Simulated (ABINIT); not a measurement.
Crystal: MgO.

```xyz
2
Lattice="0.0000 2.0970 2.0970 2.0970 0.0000 2.0970 2.0970 2.0970 0.0000" Properties=species:S:1:pos:R:3 pbc="T T T"
Mg    0.0000    0.0000    0.0000
O     2.0970    2.0970    2.0970
```

The cell is a database's computed one.

Base run:

| Property | Result |
| --- | --- |
| Program | ABINIT 10.8.3 (patched build) |
| Functional | PBEsol |
| Potentials or basis | PseudoDojo NC SR PBEsol v0.4.1 standard |
| Cutoff | 1143 eV |
| k mesh | 11 × 11 × 11 |
| Occupations | fermi-dirac, width 0.05 eV |
| Spin | no spin polarisation |

Its results: band gap on the k mesh 4.79 eV, direct; pressure 2.2 GPa.

**Question.** After a change of settings the same cell gave: band gap on the k mesh 4.67 eV, direct; pressure 2.0 GPa. Which change was it?
A. functional from PBEsol to SOGGA; potentials or basis from PseudoDojo NC SR PBEsol v0.4.1 standard to JTH PAW PBE v2.0; cutoff from 1143 eV to 626 eV
B. functional from PBEsol to LDA; potentials or basis from PseudoDojo NC SR PBEsol v0.4.1 standard to PseudoDojo NC SR LDA v0.4.1 standard
C. functional from PBEsol to r2SCAN; potentials or basis from PseudoDojo NC SR PBEsol v0.4.1 standard to JTH PAW LDA v2.0; cutoff from 1143 eV to 762 eV
D. functional from PBEsol to r2SCAN; potentials or basis from PseudoDojo NC SR PBEsol v0.4.1 standard to JTH PAW PBE v2.0; cutoff from 1143 eV to 762 eV

**Answer.** A.

Caveats: the PAW data sets were made with another functional, which shifts forces and pressure a little (some runs).
